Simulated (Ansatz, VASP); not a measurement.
## PbF2 in VASP and in Ansatz

```
Pb F
1.0
     0.00000    2.96985    2.96985
     2.96985    0.00000    2.96985
     2.96985    2.96985    0.00000
Pb F
1 2
Cartesian
  0.0000 0.0000 0.0000
  1.4849 1.4849 1.2974
  4.4548 4.4548 4.2673
```

Change from the starting cell: all F atoms moved +0.188 Å, as atom 2 towards its neighbour atom 3 (F) at 2.970 Å.

Alike in both runs: task single point; functional PBE; k mesh 8 × 8 × 8; occupations gaussian, width 0.05 eV; no spin polarisation.

|  | VASP | Ansatz |
| --- | --- | --- |
| version | VASP 6.6.1 | Ansatz 0.2.0 |
| potentials or method | VASP PAW PBE potentials, release 64 (Pb_d, F) | scalar-relativistic, plane waves, PAW |
| plane-wave cutoff (eV) | 520 | 420 |
| valence electrons in the cell | 28 | 28 |

VASP gave:

| Property | Result |
| --- | --- |
| gap on the k mesh at the Fermi level (eV) | 4.38 |
| least direct gap on the mesh (eV) | 4.60 |
| pressure (GPa) | 2.8 |
| largest component of the traceless stress (GPa) | 0.12 |
| rms of the force components (eV/Å) | 0.137 |

Which values does Ansatz return?

gap on the k mesh at the Fermi level (eV): 4.38; least direct gap on the mesh (eV): 4.60; pressure (GPa): 3.0; largest component of the traceless stress (GPa): 0.13; rms of the force components (eV/Å): 0.133.

Atom by atom the forces differ by 0.004 eV/Å (rms over components). The functional is the same, so the differences come from potentials, cutoffs and numerics.

Caveats: spin-orbit coupling is left out, which as a rule narrows the gap of such compounds by several tenths of an eV. A k mesh can miss the band edges.
